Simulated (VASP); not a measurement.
Here is a VASP 6.6.1 calculation.

The input POSCAR:

```
LiH                                     
1.0
    0.0000000000      1.9860246740      1.9860246740
    1.9860246740      0.0000000000      1.9860246740
    1.9860246740      1.9860246740      0.0000000000
  Li              H             
     1     1
Direct
     0.0000000000000000    0.0000000000000000    0.0000000000000000
     0.5000000000000000    0.5000000000000000    0.5000000000000000
```

The input INCAR.step1:

```
SYSTEM = LiH
PREC = Accurate
ENCUT = 520
EDIFF = 1E-5
ISMEAR = 0
SIGMA = 0.03
LREAL = .FALSE.
LASPH = .TRUE.
NELM = 80
ALGO = Normal
ISIF = 2
LWAVE = .TRUE.
LCHARG = .FALSE.
GGA = PE
```

INCAR.step2

```
SYSTEM = LiH
PREC = Accurate
ENCUT = 520
EDIFF = 1E-6
ISMEAR = 0
SIGMA = 0.03
LREAL = .FALSE.
LASPH = .TRUE.
NELM = 80
ALGO = Normal
ISIF = 2
LWAVE = .FALSE.
LCHARG = .FALSE.
METAGGA = MBJ
ISTART = 1
```

KPOINTS

```
regular mesh
0
G
  12 12 12
  0 0 0
```

KPOINTS_OPT

```
explicit points
252
Reciprocal
 0.0000000000  0.0000000000  0.0000000000 1
 0.0357142857  0.0000000000  0.0357142857 1
 0.0714285714  0.0000000000  0.0714285714 1
 0.1071428571  0.0000000000  0.1071428571 1
 0.1428571429  0.0000000000  0.1428571429 1
 0.1785714286  0.0000000000  0.1785714286 1
[... 244 lines left out ...]
 0.4919774800  0.0080225200  0.5000000000 1
 0.5080225200 -0.0080225200  0.5000000000 1
```

Potentials or basis: VASP PAW PBE potentials, release 64 (Li_sv, H).

The run is started by

```console
$ cat potpaw_PBE.64/Li_sv/POTCAR potpaw_PBE.64/H/POTCAR > POTCAR
$ cp INCAR.step1 INCAR
$ mpirun -np 1 vasp_std > vasp.out
$ cp INCAR.step2 INCAR
$ mpirun -np 1 vasp_std > vasp.out
```

Problem. Estimate the band gap along the path.

Solution. 5.08 eV, direct.

Problem. Predict the band gap on the k mesh.

Solution. 5.08 eV, direct.

Levels at the corners of the path, in eV from the valence-band top:
```
point  band 1  band 2  band 3  band 4  band 5  band 6
    Γ  -46.04   -4.74   17.42   20.27   20.27   20.27
    X  -45.99    0.00    5.08   12.96   12.97   16.43
    X  -45.99    0.00    5.08   12.96   12.97   16.43
    W  -45.99   -0.16    7.40    7.41   13.69   20.38
    W  -45.99   -0.16    7.40    7.41   13.69   20.38
    K  -45.99   -0.36    6.24    9.52   14.14   18.53
    K  -45.99   -0.36    6.24    9.52   14.14   18.53
    Γ  -46.04   -4.74   17.42   20.27   20.27   20.27
    Γ  -46.04   -4.74   17.42   20.27   20.27   20.27
    L  -46.00   -2.10    6.79   15.50   19.54   19.54
    L  -46.00   -2.10    6.79   15.50   19.54   19.54
    U  -45.99   -0.36    6.24    9.52   14.14   18.53
    U  -45.99   -0.36    6.24    9.52   14.14   18.53
    W  -45.99   -0.16    7.40    7.41   13.69   20.38
    W  -45.99   -0.16    7.40    7.41   13.69   20.38
    L  -46.00   -2.10    6.79   15.50   19.54   19.54
    L  -46.00   -2.10    6.79   15.50   19.54   19.54
    K  -45.99   -0.36    6.24    9.52   14.14   18.53
    U  -45.99   -0.36    6.24    9.52   14.14   18.53
    X  -45.99    0.00    5.08   12.96   12.97   16.43
```
